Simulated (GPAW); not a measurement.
Input of a GPAW 26.7.0 run:

run.py

```python
from ase.dft.bandgap import bandgap
from ase.io import read, write
from ase.units import GPa
from gpaw import GPAW, PW, setup_paths

setup_paths.insert(0, '.')

atoms = read('Sn.xyz')

calc = GPAW(mode=PW(500),
            xc='PBEsol',
            kpts={'size': (8, 8, 8), 'gamma': True},
            occupations={'name': 'fermi-dirac', 'width': 0.05},
            nbands=14,
            maxiter=120,
            txt='gpaw.txt')
atoms.calc = calc
energy = atoms.get_potential_energy()
forces = atoms.get_forces()
stress = atoms.get_stress()
calc.write('gs.gpw')
write('result.traj', atoms)
print(f'Energy: {energy:.6f} eV')
print('Forces (eV/A):')
print(forces.round(4))
print('Stress (GPa):', (stress / GPa).round(3))
print('Fermi level:', round(calc.get_fermi_level(), 4), 'eV')
print(f'Gap: {bandgap(calc)[0]:.4f} eV, direct: {bandgap(calc, direct=True)[0]:.4f} eV')
```

The input Sn.xyz:

```xyz
1
Lattice="-2.0291894110 2.0291894110 1.6607599896 2.0291894110 -2.0291894110 1.6607599896 2.0291894110 2.0291894110 -1.6607599896" Properties=species:S:1:pos:R:3 pbc="T T T"
Sn     0.0000000000      0.0000000000      0.0000000000
```

Potentials or basis: PAW data sets generated in the run's folder for this functional, pw.

Run with:

```sh
$ gpaw-setup -f PBEsol Sn
$ OMP_NUM_THREADS=1 python run.py
```

Problem. What does it give for the pressure?

Solution. -2.8 GPa.

Problem. Estimate the band gap on the k mesh.

Solution. None (metal or under the smearing width).

Stress tensor (GPa, compression positive):
```
-2.57  0.00  0.00
 0.00 -2.57  0.00
 0.00  0.00 -3.12
```

Caveat: the cutoff is short for stress and forces, so pressures can be off by a GPa or more.
